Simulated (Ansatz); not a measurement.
# Palladium, fcc under r²SCAN: convergence with the k-point mesh

A convergence test of the k-point mesh. The geometry was relaxed under r²SCAN beforehand and stays fixed; 8 values are run, from 2×2×2 to 20×20×20. Wanted are the values from which on the energy stays within 10 and 1 meV/atom, and the pressure within 0.5 GPa, of the last run. Within the series other settings stay, but some runs also write fields, which adds to their time. Spin polarisation is left out.

Computed with Ansatz 0.2.0 (DFT r²SCAN, plane waves with PAW, scalar-relativistic, unless a step says otherwise).

### Step 1. The starting structure

Symmetry: Fm-3m, No. 225, cubic system. The conventional cell has a = 3.912 Å, b = 3.912 Å, c = 3.912 Å, α = 90.00°, β = 90.00°, γ = 90.00°. Pd (site symmetry m-3m) has 12 Pd at 2.77 Å as nearest neighbours.

As a file:

```cif
data_structure
_symmetry_space_group_name_H-M 'Fm-3m'
_symmetry_Int_Tables_number 225
_cell_length_a 3.9117
_cell_length_b 3.9117
_cell_length_c 3.9117
_cell_angle_alpha 90.000
_cell_angle_beta 90.000
_cell_angle_gamma 90.000
_cell_volume 59.85
loop_
_atom_site_label
_atom_site_type_symbol
_atom_site_symmetry_multiplicity
_atom_site_Wyckoff_symbol
_atom_site_fract_x
_atom_site_fract_y
_atom_site_fract_z
_atom_site_occupancy
Pd1 Pd 4 a 0.00000 0.00000 0.00000 1
```

### Step 2. Run at 2×2×2

The run at 2×2×2.

The input, input.yaml:

```yaml
crystal:
  lattice:
    - [0.0, 1.9558504376, 1.9558504376]
    - [1.9558504376, 0.0, 1.9558504376]
    - [1.9558504376, 1.9558504376, 0.0]
  atoms:
    - { symbol: Pd, position: [0.0, 0.0, 0.0] }
hamiltonian:
  xc: r2scan
  pseudopotentials:
    kind: paw
    azcp:
      Pd: "pseudopotentials/Pd.paw.azcp"
basis:
  ecutwfc: 500
  fft_grid_basis: typed
kpoints:
  mp_grid: { grid: [2, 2, 2], shift: [0, 0, 0] }
magnetization:
  spin_polarized: false
scf:
  occupations: { method: fermi_dirac, width: 0.1 }
  lower_state_search: "off"
output:
  stress: true
```

Launch:

```
$ ansatz run input.yaml --threads 2 --pin off --max-ram 5120MiB --backend cpu --events-out ev --progress --plain --runs-dir out
```

The program printed, cut to the lines that bear on the results:

```text
Warning: RAYON_NUM_THREADS=2 ignored (pool sized by the plan → 2); use --threads N
[...]
Pseudopotentials: kind: paw
Pseudopotential: Pd, paw, valence charge 18, recommended cutoff 500 eV (meta_gga), <dir>
Functional definition: r2SCAN
[...]
Crystal: 1 atoms, lattice volume = 14.964 Å³
Basis set: ecut = 500 eV, 339 PW (Γ), exchange–correlation on 96×96×96 points (64 copies of the dense FFT grid, shifted against one another)
Bands: 13, of which v1, the nominal top of the filled ones, is band 9 counted from 1 (8 counted from 0)
Symmetry: 48 space group operations
Space group: Fm-3m (ITA 225), of the structure as read, at distance tolerance 2.5e-5 Å
k-points: 3 of 8
[...]
SCF iter   1: F=-6981.681298 eV  HF=-6983.240819 eV  |F-HF|=1.56e0  |Δ(HF+E_count)|=         —  Δρ=1.24e-1  dr2=2.32e0  dr2_τ=8.81e-2  ethr=1.77e-3  ⟨swp⟩=5.0  Hψ=238  notcnv=0
[...]
SCF iter  11: F=-6982.688852 eV  HF=-6982.688852 eV  |F-HF|=9.09e-13  |Δ(HF+E_count)|=  3.72e-10  Δρ=8.16e-7  dr2=7.18e-11  dr2_τ=1.57e-11  ethr=5.56e-10  ⟨swp⟩=3.7  Hψ=110  notcnv=0
[...]
SCF converged after 11 iterations
Free energy (F): -6982.688852 eV
[...]
E sigma→0 (E₀):  -6982.608302 eV
Entropy (-TS):   -0.161101 eV (-161.101 meV/atom)
Fermi energy:    20.821311 eV
[...]
--- Stress (GPa, compression-positive) ---
       64.320192      -0.000000       0.000000
       -0.000000      64.320192       0.000000
        0.000000      -0.000000      64.320192
  P = ⅓ Tr σ = 64.3202 GPa (643.202 kbar)
```

Wall time 1 s (2 threads of AMD EPYC 7R43 (Zen 3), shared host); peak memory 0.38 GiB.

### Step 3. Run at 4×4×4

The run at 4×4×4.

Edit input.yaml of step 2 so:

```diff
@@ -17,3 +17,3 @@
 kpoints:
-  mp_grid: { grid: [2, 2, 2], shift: [0, 0, 0] }
+  mp_grid: { grid: [4, 4, 4], shift: [0, 0, 0] }
 magnetization:
```

Launch:

```
$ ansatz run input.yaml --threads 2 --pin off --max-ram 5120MiB --backend cpu --events-out ev --progress --plain --runs-dir out
```

The program printed, cut to the lines that bear on the results:

```text
Warning: RAYON_NUM_THREADS=2 ignored (pool sized by the plan → 2); use --threads N
[...]
[... 3 set-up lines as earlier in the session ...]
[...]
Crystal: 1 atoms, lattice volume = 14.964 Å³
Basis set: ecut = 500 eV, 339 PW (Γ), exchange–correlation on 96×96×96 points (64 copies of the dense FFT grid, shifted against one another)
Bands: 13, of which v1, the nominal top of the filled ones, is band 9 counted from 1 (8 counted from 0)
[... 2 set-up lines as earlier in the session ...]
k-points: 8 of 64
[...]
SCF iter   1: F=-6985.921620 eV  HF=-6985.942167 eV  |F-HF|=2.05e-2  |Δ(HF+E_count)|=         —  Δρ=2.33e-2  dr2=6.36e-2  dr2_τ=1.08e-2  ethr=1.77e-3  ⟨swp⟩=5.1  Hψ=631  notcnv=0
[...]
SCF iter   7: F=-6985.947173 eV  HF=-6985.947173 eV  |F-HF|=1.80e-10  |Δ(HF+E_count)|=   7.57e-9  Δρ=1.63e-6  dr2=3.21e-10  dr2_τ=3.85e-11  ethr=3.56e-11  ⟨swp⟩=2.0  Hψ=316  notcnv=0
[...]
SCF converged after 7 iterations
Free energy (F): -6985.947173 eV
[...]
E sigma→0 (E₀):  -6985.912799 eV
Entropy (-TS):   -0.068748 eV (-68.748 meV/atom)
Fermi energy:    19.460604 eV
[...]
--- Stress (GPa, compression-positive) ---
       -1.004366       0.000000       0.000000
       -0.000000      -1.004366      -0.000000
        0.000000      -0.000000      -1.004366
  P = ⅓ Tr σ = -1.0044 GPa (-10.044 kbar)
```

Wall time 1.1 s (2 threads of AMD EPYC 7R43 (Zen 3), shared host); peak memory 0.38 GiB.

### Step 4. Run at 5×5×5

The run at 5×5×5.

Edit input.yaml of step 3 so:

```diff
@@ -17,3 +17,3 @@
 kpoints:
-  mp_grid: { grid: [4, 4, 4], shift: [0, 0, 0] }
+  mp_grid: { grid: [5, 5, 5], shift: [0, 0, 0] }
 magnetization:
```

Launch:

```
$ ansatz run input.yaml --threads 2 --pin off --max-ram 5120MiB --backend cpu --events-out ev --progress --plain --runs-dir out
```

The program printed, cut to the lines that bear on the results:

```text
Warning: RAYON_NUM_THREADS=2 ignored (pool sized by the plan → 2); use --threads N
[...]
[... 3 set-up lines as earlier in the session ...]
[...]
Crystal: 1 atoms, lattice volume = 14.964 Å³
Basis set: ecut = 500 eV, 339 PW (Γ), exchange–correlation on 96×96×96 points (64 copies of the dense FFT grid, shifted against one another)
Bands: 13, of which v1, the nominal top of the filled ones, is band 9 counted from 1 (8 counted from 0)
[... 2 set-up lines as earlier in the session ...]
k-points: 10 of 125
[...]
SCF iter   1: F=-6985.579433 eV  HF=-6985.638577 eV  |F-HF|=5.91e-2  |Δ(HF+E_count)|=         —  Δρ=2.91e-2  dr2=1.10e-1  dr2_τ=9.86e-3  ethr=1.77e-3  ⟨swp⟩=5.1  Hψ=799  notcnv=0
[...]
SCF iter   7: F=-6985.632645 eV  HF=-6985.632645 eV  |F-HF|=4.63e-8  |Δ(HF+E_count)|=   3.40e-7  Δρ=2.22e-5  dr2=7.02e-8  dr2_τ=1.83e-9  ethr=5.56e-10  ⟨swp⟩=3.0  Hψ=485  notcnv=0
[...]
SCF converged after 7 iterations
Free energy (F): -6985.632645 eV
[...]
E sigma→0 (E₀):  -6985.590482 eV
Entropy (-TS):   -0.084325 eV (-84.325 meV/atom)
Fermi energy:    19.266860 eV
[...]
--- Stress (GPa, compression-positive) ---
        2.679601       0.000000       0.000000
        0.000000       2.679601      -0.000000
        0.000000      -0.000000       2.679601
  P = ⅓ Tr σ = 2.6796 GPa (26.796 kbar)
```

It took 0.91 s on 2 threads of AMD EPYC 7R43 (Zen 3), shared host; peak memory 0.39 GiB.

### Step 5. Run at 7×7×7

The run at 7×7×7.

Edit input.yaml of step 4 so:

```diff
@@ -17,3 +17,3 @@
 kpoints:
-  mp_grid: { grid: [5, 5, 5], shift: [0, 0, 0] }
+  mp_grid: { grid: [7, 7, 7], shift: [0, 0, 0] }
 magnetization:
```

Launch:

```
$ ansatz run input.yaml --threads 2 --pin off --max-ram 5120MiB --backend cpu --events-out ev --progress --plain --runs-dir out
```

The program printed, cut to the lines that bear on the results:

```text
Warning: RAYON_NUM_THREADS=2 ignored (pool sized by the plan → 2); use --threads N
[...]
[... 3 set-up lines as earlier in the session ...]
[...]
Crystal: 1 atoms, lattice volume = 14.964 Å³
Basis set: ecut = 500 eV, 339 PW (Γ), exchange–correlation on 96×96×96 points (64 copies of the dense FFT grid, shifted against one another)
Bands: 13, of which v1, the nominal top of the filled ones, is band 9 counted from 1 (8 counted from 0)
[... 2 set-up lines as earlier in the session ...]
k-points: 20 of 343
[...]
SCF iter   1: F=-6985.766101 eV  HF=-6985.787233 eV  |F-HF|=2.11e-2  |Δ(HF+E_count)|=         —  Δρ=2.25e-2  dr2=5.96e-2  dr2_τ=9.69e-3  ethr=1.77e-3  ⟨swp⟩=5.2  Hψ=1613  notcnv=0
[...]
SCF iter   7: F=-6985.791215 eV  HF=-6985.791215 eV  |F-HF|=5.17e-8  |Δ(HF+E_count)|=   3.44e-7  Δρ=2.46e-5  dr2=8.29e-8  dr2_τ=2.58e-9  ethr=5.56e-10  ⟨swp⟩=3.0  Hψ=1023  notcnv=0
[...]
SCF converged after 7 iterations
Free energy (F): -6985.791215 eV
[...]
E sigma→0 (E₀):  -6985.759242 eV
Entropy (-TS):   -0.063947 eV (-63.947 meV/atom)
Fermi energy:    19.302388 eV
[...]
--- Stress (GPa, compression-positive) ---
        0.251937      -0.000000      -0.000000
       -0.000000       0.251937       0.000000
        0.000000      -0.000000       0.251937
  P = ⅓ Tr σ = 0.2519 GPa (2.519 kbar)
```

Run time: 1.2 s. Hardware: 2 threads of AMD EPYC 7R43 (Zen 3), shared host; peak memory 0.38 GiB.

### Step 6. Run at 8×8×8

The run at 8×8×8.

Edit input.yaml of step 5 so:

```diff
@@ -17,3 +17,3 @@
 kpoints:
-  mp_grid: { grid: [7, 7, 7], shift: [0, 0, 0] }
+  mp_grid: { grid: [8, 8, 8], shift: [0, 0, 0] }
 magnetization:
@@ -25 +25,5 @@
   stress: true
+  write_density: true
+  write_potential: true
+  elf: true
+  volumetric_format: npy
```

Launch:

```
$ ansatz run input.yaml --threads 2 --pin off --max-ram 5120MiB --backend cpu --events-out ev --progress --plain --runs-dir out
```

The program printed, cut to the lines that bear on the results:

```text
Warning: RAYON_NUM_THREADS=2 ignored (pool sized by the plan → 2); use --threads N
[...]
[... 3 set-up lines as earlier in the session ...]
[...]
Crystal: 1 atoms, lattice volume = 14.964 Å³
Basis set: ecut = 500 eV, 339 PW (Γ), exchange–correlation on 96×96×96 points (64 copies of the dense FFT grid, shifted against one another)
Bands: 13, of which v1, the nominal top of the filled ones, is band 9 counted from 1 (8 counted from 0)
[... 2 set-up lines as earlier in the session ...]
k-points: 29 of 512
[...]
SCF iter   1: F=-6985.725686 eV  HF=-6985.747593 eV  |F-HF|=2.19e-2  |Δ(HF+E_count)|=         —  Δρ=2.24e-2  dr2=5.88e-2  dr2_τ=9.02e-3  ethr=1.77e-3  ⟨swp⟩=5.1  Hψ=2315  notcnv=0
[...]
SCF iter   8: F=-6985.750948 eV  HF=-6985.750948 eV  |F-HF|=4.66e-9  |Δ(HF+E_count)|=   2.06e-8  Δρ=7.26e-6  dr2=7.03e-9  dr2_τ=2.30e-10  ethr=5.56e-10  ⟨swp⟩=6.8  Hψ=1829  notcnv=0
[...]
SCF converged after 8 iterations
Free energy (F): -6985.750948 eV
[...]
E sigma→0 (E₀):  -6985.722919 eV
Entropy (-TS):   -0.056059 eV (-56.059 meV/atom)
Fermi energy:    19.321393 eV
[...]
--- Stress (GPa, compression-positive) ---
        0.347802       0.000000       0.000000
       -0.000000       0.347802       0.000000
        0.000000      -0.000000       0.347802
  P = ⅓ Tr σ = 0.3478 GPa (3.478 kbar)
--- Band table (eV; the first three rows and the last of 29) ---
  k-point 0: bands = ["-67.1368", "-31.8118", "-31.8118", "-31.8118", "12.2055", "16.3953", "16.3953", "16.3953", "17.9666", "17.9666", "36.9828", "41.8133", "41.8133"]
[...]
```

It took 1.6 s on 2 threads of AMD EPYC 7R43 (Zen 3), shared host; peak memory 0.39 GiB.

### Step 7. Run at 11×11×11

The run at 11×11×11.

Edit input.yaml of step 6 so:

```diff
@@ -17,3 +17,3 @@
 kpoints:
-  mp_grid: { grid: [8, 8, 8], shift: [0, 0, 0] }
+  mp_grid: { grid: [11, 11, 11], shift: [0, 0, 0] }
 magnetization:
```

Launch:

```
$ ansatz run input.yaml --threads 2 --pin off --max-ram 5120MiB --backend cpu --events-out ev --progress --plain --runs-dir out
```

The program printed, cut to the lines that bear on the results:

```text
Warning: RAYON_NUM_THREADS=2 ignored (pool sized by the plan → 2); use --threads N
[...]
[... 3 set-up lines as earlier in the session ...]
[...]
Crystal: 1 atoms, lattice volume = 14.964 Å³
Basis set: ecut = 500 eV, 339 PW (Γ), exchange–correlation on 96×96×96 points (64 copies of the dense FFT grid, shifted against one another)
Bands: 13, of which v1, the nominal top of the filled ones, is band 9 counted from 1 (8 counted from 0)
[... 2 set-up lines as earlier in the session ...]
k-points: 56 of 1331
[...]
SCF iter   1: F=-6985.737899 eV  HF=-6985.754077 eV  |F-HF|=1.62e-2  |Δ(HF+E_count)|=         —  Δρ=2.12e-2  dr2=5.13e-2  dr2_τ=9.23e-3  ethr=1.77e-3  ⟨swp⟩=5.2  Hψ=4513  notcnv=0
[...]
SCF iter   8: F=-6985.760247 eV  HF=-6985.760247 eV  |F-HF|=9.33e-9  |Δ(HF+E_count)|=   3.15e-8  Δρ=1.03e-5  dr2=1.40e-8  dr2_τ=4.81e-10  ethr=5.56e-10  ⟨swp⟩=7.0  Hψ=3619  notcnv=0
[...]
SCF converged after 8 iterations
Free energy (F): -6985.760247 eV
[...]
E sigma→0 (E₀):  -6985.727254 eV
Entropy (-TS):   -0.065987 eV (-65.987 meV/atom)
Fermi energy:    19.266355 eV
[...]
--- Stress (GPa, compression-positive) ---
        0.145335       0.000000      -0.000000
       -0.000000       0.145335       0.000000
        0.000000      -0.000000       0.145335
  P = ⅓ Tr σ = 0.1453 GPa (1.453 kbar)
--- Band table (eV; the first three rows and the last of 56) ---
  k-point 0: bands = ["-67.1663", "-31.8390", "-31.8390", "-31.8390", "12.1977", "16.3778", "16.3778", "16.3778", "17.9461", "17.9461", "36.9771", "41.8142", "41.8142"]
[...]
```

Run time: 2.2 s. Hardware: 2 threads of AMD EPYC 7R43 (Zen 3), shared host; peak memory 0.38 GiB.

### Step 8. Run at 15×15×15

The run at 15×15×15.

Edit input.yaml of step 7 so:

```diff
@@ -17,3 +17,3 @@
 kpoints:
-  mp_grid: { grid: [11, 11, 11], shift: [0, 0, 0] }
+  mp_grid: { grid: [15, 15, 15], shift: [0, 0, 0] }
 magnetization:
@@ -25,5 +25 @@
   stress: true
-  write_density: true
-  write_potential: true
-  elf: true
-  volumetric_format: npy
```

Launch:

```
$ ansatz run input.yaml --threads 2 --pin off --max-ram 5120MiB --backend cpu --events-out ev --progress --plain --runs-dir out
```

The program printed, cut to the lines that bear on the results:

```text
Warning: RAYON_NUM_THREADS=2 ignored (pool sized by the plan → 2); use --threads N
[...]
[... 3 set-up lines as earlier in the session ...]
[...]
Crystal: 1 atoms, lattice volume = 14.964 Å³
Basis set: ecut = 500 eV, 339 PW (Γ), exchange–correlation on 96×96×96 points (64 copies of the dense FFT grid, shifted against one another)
Bands: 13, of which v1, the nominal top of the filled ones, is band 9 counted from 1 (8 counted from 0)
[... 2 set-up lines as earlier in the session ...]
k-points: 120 of 3375
[...]
SCF iter   1: F=-6985.753940 eV  HF=-6985.765089 eV  |F-HF|=1.11e-2  |Δ(HF+E_count)|=         —  Δρ=2.02e-2  dr2=4.53e-2  dr2_τ=9.37e-3  ethr=1.77e-3  ⟨swp⟩=5.2  Hψ=9711  notcnv=0
[...]
SCF iter   8: F=-6985.773495 eV  HF=-6985.773495 eV  |F-HF|=1.21e-8  |Δ(HF+E_count)|=   4.41e-8  Δρ=1.17e-5  dr2=1.82e-8  dr2_τ=6.42e-10  ethr=5.56e-10  ⟨swp⟩=4.0  Hψ=4775  notcnv=0
[...]
SCF converged after 8 iterations
Free energy (F): -6985.773495 eV
[...]
E sigma→0 (E₀):  -6985.743835 eV
Entropy (-TS):   -0.059320 eV (-59.320 meV/atom)
Fermi energy:    19.229929 eV
[...]
--- Stress (GPa, compression-positive) ---
       -0.320981       0.000000       0.000000
       -0.000000      -0.320981       0.000000
        0.000000       0.000000      -0.320981
  P = ⅓ Tr σ = -0.3210 GPa (-3.210 kbar)
```

It took 2.6 s on 2 threads of AMD EPYC 7R43 (Zen 3), shared host; peak memory 0.41 GiB.

### Step 9. Run at 20×20×20

The run at 20×20×20.

Edit input.yaml of step 8 so:

```diff
@@ -17,3 +17,3 @@
 kpoints:
-  mp_grid: { grid: [15, 15, 15], shift: [0, 0, 0] }
+  mp_grid: { grid: [20, 20, 20], shift: [0, 0, 0] }
 magnetization:
```

Launch:

```
$ ansatz run input.yaml --threads 2 --pin off --max-ram 5120MiB --backend cpu --events-out ev --progress --plain --runs-dir out
```

The program printed, cut to the lines that bear on the results:

```text
Warning: RAYON_NUM_THREADS=2 ignored (pool sized by the plan → 2); use --threads N
[...]
[... 3 set-up lines as earlier in the session ...]
[...]
Crystal: 1 atoms, lattice volume = 14.964 Å³
Basis set: ecut = 500 eV, 339 PW (Γ), exchange–correlation on 96×96×96 points (64 copies of the dense FFT grid, shifted against one another)
Bands: 13, of which v1, the nominal top of the filled ones, is band 9 counted from 1 (8 counted from 0)
[... 2 set-up lines as earlier in the session ...]
k-points: 256 of 8000
[...]
SCF iter   1: F=-6985.749191 eV  HF=-6985.762205 eV  |F-HF|=1.30e-2  |Δ(HF+E_count)|=         —  Δρ=2.06e-2  dr2=4.75e-2  dr2_τ=9.34e-3  ethr=1.77e-3  ⟨swp⟩=5.2  Hψ=20653  notcnv=0
[...]
SCF iter   8: F=-6985.769902 eV  HF=-6985.769902 eV  |F-HF|=1.20e-8  |Δ(HF+E_count)|=   4.21e-8  Δρ=1.17e-5  dr2=1.80e-8  dr2_τ=6.25e-10  ethr=5.56e-10  ⟨swp⟩=4.0  Hψ=10135  notcnv=0
[...]
SCF converged after 8 iterations
Free energy (F): -6985.769902 eV
[...]
E sigma→0 (E₀):  -6985.738399 eV
Entropy (-TS):   -0.063005 eV (-63.005 meV/atom)
Fermi energy:    19.238101 eV
[...]
--- Stress (GPa, compression-positive) ---
       -0.167542      -0.000000      -0.000000
        0.000000      -0.167542       0.000000
        0.000000       0.000000      -0.167542
  P = ⅓ Tr σ = -0.1675 GPa (-1.675 kbar)
```

Run time: 5 s. Hardware: 2 threads of AMD EPYC 7R43 (Zen 3), shared host; peak memory 0.45 GiB.

### Step 10. Convergence table

Differences are taken from the run at 20×20×20.

```csv
k-mesh,k-points,E(σ → 0) (meV/atom),P (GPa),SCF cycles,CPU time
2×2×2,3,3130.10,64.32,11,1.6 s
4×4×4,8,-174.40,-1.00,7,1.6 s
5×5×5,10,147.92,2.68,7,1.4 s
7×7×7,20,-20.84,0.25,7,1.9 s
8×8×8,29,15.48,0.35,8,2.6 s
11×11×11,56,11.15,0.15,8,3.8 s
15×15×15,120,-5.44,-0.32,8,4.7 s
20×20×20,256,0.00,-0.17,8,9.3 s
```

### Step 11. Summary of results

```
                                           quantity                        value
      E(σ → 0) stays within 10 meV/atom of 20×20×20             from 15×15×15 on
                   E(σ → 0) stays within 1 meV/atom  not reached before 20×20×20
                      pressure stays within 0.5 GPa             from 11×11×11 on
                               pressure at 20×20×20                    -0.17 GPa
                    CPU time, dearest over cheapest                          6.8
energy of a separate run on a finer mesh (23×23×23)  -1.3 meV/atom from 20×20×20
```

In words: At 2×2×2 the energy differs by +3130 meV/atom and the pressure by +64.5 GPa. The error changes sign along the series: k-point sums are not variational. The energy has not settled to 1 meV/atom before the last mesh. Metals converge slowly, as the Fermi surface must be resolved. The yardstick itself is unsettled by 1.3 meV/atom against the finer mesh, so the thresholds above hold only within this series.
